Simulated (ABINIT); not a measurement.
# V (P-1) in ABINIT: single point with PBE

Aim: the single point of V with PBE.

Everything below comes from runs of ABINIT 10.8.3 (patched build). Logs are shortened: lines on timing, memory, paths and dates and some standing lists are left out, and cuts for length are marked. The log counts tension as positive stress, the text compression.

**1. The structure**

The typed cell holds 1 atom: a = 2.764 Å, b = 2.587 Å, c = 2.694 Å, α = 57.81°, β = 58.52°, γ = 63.76°.

This isn't the form of V at room conditions, which is bcc.

**2. Single point, PBE, collinear spin, ferromagnetic start**

The input, run.abi:

```
pp_dirpath "./"
pseudos "V.GGA_PBE-JTH.xml"

acell 2.7642452479 2.5867664363 2.6937881377 Angstrom
rprim
    -0.0273668301     0.7409346734     0.6710192742
     0.7353308800     0.0101818508     0.6776317782
     0.6987874709     0.7151247654     0.0171067351
ntypat 1
znucl 23
natom 1
typat 1
xred
     0.0000000000     0.0000000000     0.0000000000
chkprim 0
chksymtnons 0
tolsym 1.0e-6

ecut 15.0
pawecutdg 30.0
pawxcdev 0

kptopt 1
ngkpt 11 12 12
nshiftk 1
shiftk 0.0 0.0 0.0

ixc 11

nband 11
occopt 3
tsmear 0.05 eV

nsppol 2
spinat
     0.0000000000     0.0000000000     5.0000000000

nstep 100
tolvrs 1.0e-9

iomode 3
prtwf 0
prtden 0
prteig 0
prtebands 0
enunit 1
```

Potentials or basis: JTH PAW PBE v2.0.

Started as:

```bash
abinit run.abi > log 2>&1
```

run.abo:

```text
.Version 10.8.3 of ABINIT
 Symmetries : space group P-1 (#  2); Bravais aP (primitive triclinic)
================================================================================
 Values of the parameters that define the memory need of the present run
     intxc =       0    ionmov =       0      iscf =      17    lmnmax =      18
     lnmax =       6     mgfft =      20  mpssoang =       3    mqgrid =    3001
     natom =       1  nloc_mem =       2    nspden =       2   nspinor =       1
    nsppol =       2      nsym =       2    n1xccc =       1    ntypat =       1
    occopt =       3   xclevel =       2
       mpw =         264          nfft =        6480          nkpt =         794
 PAW method is used; the additional fine FFT grid is defined by:
   mgfftf=        27    nfftf =     19683
================================================================================
================================================================================

--------------------------------------------------------------------------------
------------- Echo of variables that govern the present computation ------------
--------------------------------------------------------------------------------
 -outvars: echo values of preprocessed input variables --------
            acell      5.2236664634E+00  4.8882801163E+00  5.0905218215E+00 Bohr
              amu      5.09415000E+01
          chkprim           0
      chksymtnons           0
             ecut      1.50000000E+01 Hartree
           enunit           1
                       outvar_i_n : Printing only first  50 k-points.
              ixc          11
                       outvar_i_n : Printing only first  50 k-points.
         kptrlatt       11    0    0      0   12    0      0    0   12
          kptrlen      5.74603311E+01
            natom           1
            nband          11
            ngfft          20      18      18
          ngfftdg          27      27      27
             nkpt         794
           nspden           2
           nsppol           2
            nstep         100
             nsym           2
           ntypat           1
                       prtocc : prtvol=0, do not print more k-points.
                       1.000000  1.000000  1.000000  1.000000  1.000000  1.000000
                       1.000000  0.000000  0.000000  0.000000  0.000000
                       1.000000  1.000000  1.000000  1.000000  1.000000  1.000000
                       1.000000  0.000000  0.000000  0.000000  0.000000
                       1.000000  1.000000  1.000000  1.000000  1.000000  1.000000
                       1.000000  0.000000  0.000000  0.000000  0.000000
                       1.000000  1.000000  1.000000  1.000000  1.000000  1.000000
                       1.000000  0.000000  0.000000  0.000000  0.000000
                       1.000000  1.000000  1.000000  1.000000  1.000000  1.000000
                       1.000000  0.000000  0.000000  0.000000  0.000000
                       1.000000  1.000000  1.000000  1.000000  1.000000  1.000000
                       1.000000  0.000000  0.000000  0.000000  0.000000
                       1.000000  1.000000  1.000000  1.000000  1.000000  1.000000
                       1.000000  0.000000  0.000000  0.000000  0.000000
                       1.000000  1.000000  1.000000  1.000000  1.000000  1.000000
                       1.000000  0.000000  0.000000  0.000000  0.000000
                       1.000000  1.000000  1.000000  1.000000  1.000000  1.000000
[... 68 lines left out ...]
                       1.000000  0.000000  0.000000  0.000000  0.000000
                       1.000000  1.000000  1.000000  1.000000  1.000000  1.000000
                       1.000000  0.000000  0.000000  0.000000  0.000000
                       1.000000  1.000000  1.000000  1.000000  1.000000  1.000000
                       1.000000  0.000000  0.000000  0.000000  0.000000
                       1.000000  1.000000  1.000000  1.000000  1.000000  1.000000
                       1.000000  0.000000  0.000000  0.000000  0.000000
                       1.000000  1.000000  1.000000  1.000000  1.000000  1.000000
                       1.000000  0.000000  0.000000  0.000000  0.000000
                       1.000000  1.000000  1.000000  1.000000  1.000000  1.000000
                       1.000000  0.000000  0.000000  0.000000  0.000000
                       1.000000  1.000000  1.000000  1.000000  1.000000  1.000000
                       1.000000  0.000000  0.000000  0.000000  0.000000
                       1.000000  1.000000  1.000000  1.000000  1.000000  1.000000
                       1.000000  0.000000  0.000000  0.000000  0.000000
                       prtocc : prtvol=0, do not print more k-points.
           occopt           3
        pawecutdg      3.00000000E+01 Hartree
         pawxcdev           0
           prtden           0
        prtebands           0
           prteig           0
            prtwf           0
            rprim     -2.7366830100E-02  7.4093467340E-01  6.7101927420E-01
                       7.3533088000E-01  1.0181850800E-02  6.7763177820E-01
                       6.9878747090E-01  7.1512476540E-01  1.7106735100E-02
          spgroup           2
           spinat      0.0000000000E+00  0.0000000000E+00  5.0000000000E+00
           tolsym      1.00000000E-06
[... 81 lines left out ...]

 Cartesian components of stress tensor (hartree/bohr^3)
  sigma(1 1)= -3.01597736E-04  sigma(3 2)=  5.27518591E-05
  sigma(2 2)= -3.69301901E-04  sigma(3 1)= -3.34395660E-05
  sigma(3 3)=  2.63851296E-04  sigma(2 1)= -4.29834565E-05

--- !ResultsGS
iteration_state: {dtset: 1, }
comment   : Summary of ground state results
lattice_vectors:
- [ -0.1429552,   3.8703956,   3.5051809, ]
- [  3.5945033,   0.0497717,   3.3124539, ]
- [  3.5571929,   3.6403582,   0.0870822, ]
lattice_lengths: [   5.22367,    4.88828,    5.09052, ]
lattice_angles: [ 57.811,  58.519,  63.760, ] # degrees, (23, 13, 12)
lattice_volume:   9.1362413E+01
convergence: {deltae: -1.155E-11, res2:  1.983E-10, residm:  3.869E-05, diffor: null, }
etotal    :  -7.20660775E+01
entropy   :   0.00000000E+00
fermie    :   3.83558131E-01
cartesian_stress_tensor: # hartree/bohr^3
- [ -3.01597736E-04,  -4.29834565E-05,  -3.34395660E-05, ]
- [ -4.29834565E-05,  -3.69301901E-04,   5.27518591E-05, ]
- [ -3.34395660E-05,   5.27518591E-05,   2.63851296E-04, ]
pressure_GPa:   3.9919E+00
xred      :
- [  0.0000E+00,   0.0000E+00,   0.0000E+00,  V]
cartesian_forces: # hartree/bohr
- [ -0.00000000E+00,  -0.00000000E+00,  -0.00000000E+00, ]
force_length_stats: {min:   0.00000000E+00, max:   0.00000000E+00, mean:   0.00000000E+00, }
...

 Integrated electronic and magnetization densities in atomic spheres:
 ------------------------------------------------------------------------------------------------------------
 Radius=ratsph(iatom), smearing ratsm=  0.0000. Diff(up-dn)=approximate z local magnetic moment.
    Atom    Radius    up_density   dn_density  Total(up+dn)  Diff(up-dn)
    1  V   2.21063     5.626223     5.626220     11.252443     0.000002
 ------------------------------------------------------------------------------------------------------------
  Sum:                 5.626223     5.626220     11.252443     0.000002
 Total magnetization (from the atomic spheres):                0.000002
 Total magnetization (exact up - dn):                          0.000002

================================================================================

 ----iterations are completed or convergence reached----

 Mean square residual over all n,k,spin=   85.758E-10; max=  38.693E-06
 reduced coordinates (array xred) for    1 atoms
       0.000000000000      0.000000000000      0.000000000000
 rms dE/dt=  0.0000E+00; max dE/dt=  0.0000E+00; dE/dt below (all hartree)
    1       0.000000000000      0.000000000000      0.000000000000

 cartesian coordinates (angstrom) at end:
    1      0.00000000000000     0.00000000000000     0.00000000000000

 cartesian forces (hartree/bohr) at end:
    1     -0.00000000000000    -0.00000000000000    -0.00000000000000
 frms,max,avg= 0.0000000E+00 0.0000000E+00   0.000E+00  0.000E+00  0.000E+00 h/b

 cartesian forces (eV/Angstrom) at end:
    1     -0.00000000000000    -0.00000000000000    -0.00000000000000
 frms,max,avg= 0.0000000E+00 0.0000000E+00   0.000E+00  0.000E+00  0.000E+00 e/A
 length scales=  5.223666463373  4.888280116297  5.090521821472 bohr
              =  2.764245247900  2.586766436300  2.693788137700 angstroms
 Fermi (or HOMO) energy (eV) =  10.43715   Average Vxc (eV)= -12.22993
 Eigenvalues (   eV  ) for nkpt= 794  k points, SPIN UP:
 kpt#   1, nband= 11, wtk=  0.00063, kpt=  0.0000  0.0000  0.0000 (reduced coord)
 -53.50671  -26.91838  -26.78697  -26.70657    3.62191   10.02472   10.62648   11.42177
  12.13287   12.94775   28.24550
 prteigrs : prtvol=0 or 1, do not print more k-points.

 Eigenvalues (   eV  ) for nkpt= 794  k points, SPIN DOWN:
 kpt#   1, nband= 11, wtk=  0.00063, kpt=  0.0000  0.0000  0.0000 (reduced coord)
 -53.50670  -26.91838  -26.78696  -26.70657    3.62190   10.02473   10.62649   11.42177
  12.13288   12.94775   28.24548
 prteigrs : prtvol=0 or 1, do not print more k-points.

--- !EnergyTerms
iteration_state     : {dtset: 1, }
comment             : Components of total free energy in Hartree
kinetic             :  9.90735926362377E+00
hartree             :  1.38251411799410E+01
xc                  : -3.83183500473162E+00
Ewald energy        : -5.41289824340544E+01
psp_core            :  3.16450945646899E+00
local_psp           : -4.35979359022269E+01
PAW spherical_terms :  2.59619347577769E+00
internal            : -7.20655499652015E+01
'-kT*entropy'       : -5.29003120595157E-04
total_energy        : -7.20660789683220E+01
total_energy_eV     : -1.96101791004038E+03
...

--- !EnergyTermsDC
iteration_state     : {dtset: 1, }
comment             : '"Double-counting" decomposition of free energy'
band_energy         : -8.32655871650982E+00
Ewald energy        : -5.41289824340544E+01
psp_core            :  3.16450945646899E+00
xc_dc               : -1.28446874700098E+01
PAW spherical_terms :  7.01706787240042E-02
internal            : -7.20655484853810E+01
'-kT*entropy'       : -5.29003120595157E-04
total_energy_dc     : -7.20660774885016E+01
total_energy_dc_eV  : -1.96101786977241E+03
...

--- !EnergyTermsWithPAWCore
iteration_state     : {dtset: 1, }
comment             : 'Components of total free energy, including PAW core contributions'
Total energy        : -9.49305798882431E+02
Total energy DC     : -9.49305797402611E+02
Total energy (eV)   : -2.58319267589394E+04
Total energy DC (eV): -2.58319267186714E+04
...

 Cartesian components of stress tensor (hartree/bohr^3)
  sigma(1 1)= -3.01597736E-04  sigma(3 2)=  5.27518591E-05
  sigma(2 2)= -3.69301901E-04  sigma(3 1)= -3.34395660E-05
  sigma(3 3)=  2.63851296E-04  sigma(2 1)= -4.29834565E-05

-Cartesian components of stress tensor (GPa)         [Pressure=  3.9919E+00 GPa]
- sigma(1 1)= -8.87331173E+00  sigma(3 2)=  1.55201328E+00
- sigma(2 2)= -1.08652371E+01  sigma(3 1)= -9.83825999E-01
- sigma(3 3)=  7.76277313E+00  sigma(2 1)= -1.26461695E+00

== END DATASET(S) ==============================================================
================================================================================

 -outvars: echo values of variables after computation  --------
            acell      5.2236664634E+00  4.8882801163E+00  5.0905218215E+00 Bohr
           etotal     -7.2066077489E+01
            fcart     -0.0000000000E+00 -0.0000000000E+00 -0.0000000000E+00
            rprim     -2.7366830100E-02  7.4093467340E-01  6.7101927420E-01
                       7.3533088000E-01  1.0181850800E-02  6.7763177820E-01
                       6.9878747090E-01  7.1512476540E-01  1.7106735100E-02
           strten     -3.0159773569E-04 -3.6930190146E-04  2.6385129568E-04
                       5.2751859074E-05 -3.3439566011E-05 -4.2983456477E-05
 Calculation completed.
```

It took 2.6 min on 1 thread of Arm Neoverse V1, shared host; peak memory 0.22 GiB.

What came out:

```
Free energy                                           : -1961.0179 eV
Pressure                                              : 4.0 GPa
Band gap on the k mesh                                : none (metal or under the smearing width)
Net moment                                            : 0.00 μB per cell
Valence electrons inside the program's atomic spheres : V 11.25 (radii [1.1698] Å)
```

Stress tensor (GPa, compression positive):
```
 8.87  1.26  0.98
 1.26 10.87 -1.55
 0.98 -1.55 -7.76
```

**3. The reference run**

An earlier run on the cell as given: functional PBE; potentials or basis JTH PAW PBE v2.0; cutoff 408 eV; k mesh 11 × 12 × 12; occupations fermi-dirac, width 0.05 eV; collinear spin, ferromagnetic start; starting moments [2.0] μB.

- Pressure: 4.0 GPa
- Band gap on the k mesh: none (metal or under the smearing width)
- Net moment: 0.00 μB per cell
- Valence electrons inside the program's atomic spheres: V 11.25 (radii [1.1698] Å)
